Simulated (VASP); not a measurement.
## VASP 6.6.1 run: InSb

INCAR

```
ISMEAR = -1
NBANDS = 16
SIGMA = 0.02
LASPH = .TRUE.
METAGGA = SCAN
ALGO = All
PREC = Accurate
ISIF = 2
NSW = 0
NELM = 90
ENCUT = 520
IBRION = -1
LWAVE = .FALSE.
LCHARG = .FALSE.
LREAL = .FALSE.
EDIFF = 1E-7
```

KPOINTS

```
KPOINTS created by Atomic Simulation Environment
0
Gamma
8 8 8
0 0 0
```

POSCAR

```
In Sb
 1.0000000000000000
     0.0000000000000000    3.2795130080999999    3.2795130080999999
     3.2303203129000000    0.0000000000000000    3.2795130080999999
     3.2303203129000000    3.2795130080999999    0.0000000000000000
 In  Sb
   1   1
Cartesian
  0.0000000000000000  0.0000000000000000  0.0000000000000000
  1.6151601564499998  1.6397565040500002  1.6397565040500002
```

The recommended PBE PAW datasets give the neutral cell 18 valence electrons.

Command

```
mpirun -np 1 vasp_std
```

Q: Predict the outcome of this run.

A: It converged. Results: gap between bands v and c on the k mesh 0.08 eV; least direct gap on the k mesh 0.08 eV; pressure -0.1 GPa. Band v is the last that the valence electrons fill when counted band by band, and c is the next.

OSZICAR

```
N       E                     dE             d eps       ncg     rms           ort
DAV:   1     0.493750167361E+02    0.49375E+02   -0.84484E+03   944   0.131E+03
DAV:   2    -0.663587797572E+02   -0.11573E+03   -0.11157E+03   944   0.283E+02
DAV:   3    -0.735841636513E+02   -0.72254E+01   -0.72027E+01   944   0.735E+01
DAV:   4    -0.737925298038E+02   -0.20837E+00   -0.20833E+00   944   0.144E+01
DAV:   5    -0.738039122299E+02   -0.11382E-01   -0.11382E-01   944   0.261E+00
SDA:   6    -0.706578610263E+02    0.31461E+01   -0.11382E-01   944   0.213E+01   0.000E+00
CGA:   7    -0.708833590895E+02   -0.22550E+00   -0.22394E+00   944   0.132E+00  -0.355E-01
CGA:   8    -0.709255957720E+02   -0.42237E-01   -0.40778E-01   944   0.199E-01   0.121E-01
CGA:   9    -0.709336317899E+02   -0.80360E-02   -0.75107E-02   944   0.500E-02   0.374E-02
SDA:  10    -0.709354066286E+02   -0.17748E-02   -0.16836E-02   944   0.191E-02   0.141E-02
...
SDA:  17    -0.709356877133E+02    0.11382E-04   -0.43360E-03   944   0.455E-03   0.439E-03
 trl  18    -0.709356734776E+02    0.14236E-04   -0.34380E-03   944   0.455E-03   0.422E-03
SDA:  19    -0.709356645989E+02    0.23114E-04   -0.34380E-03   944   0.408E-03   0.406E-03
 trl  20    -0.709356467862E+02    0.17813E-04   -0.27454E-03   944   0.408E-03   0.381E-03
SDA:  21    -0.709356366655E+02    0.27933E-04   -0.27454E-03   944   0.362E-03   0.368E-03
 trl  22    -0.709356180275E+02    0.18638E-04   -0.22318E-03   944   0.362E-03   0.340E-03
SDA:  23    -0.709356078839E+02    0.28782E-04   -0.22318E-03   944   0.321E-03   0.329E-03
 trl  24    -0.709356078714E+02    0.12495E-07   -0.22769E-03   944   0.321E-03   0.321E-03
SDA:  25    -0.709356078645E+02    0.19430E-07   -0.22769E-03   944   0.338E-03   0.321E-03
   1 F= -.70935608E+02 E0= -.70935566E+02  d E =-.838099E-04
```

For comparison, a separate PBE run of the intended cell, on usual settings and not on those above, gives a gap of 0.07 eV on its mesh and a pressure of 2.1 GPa.
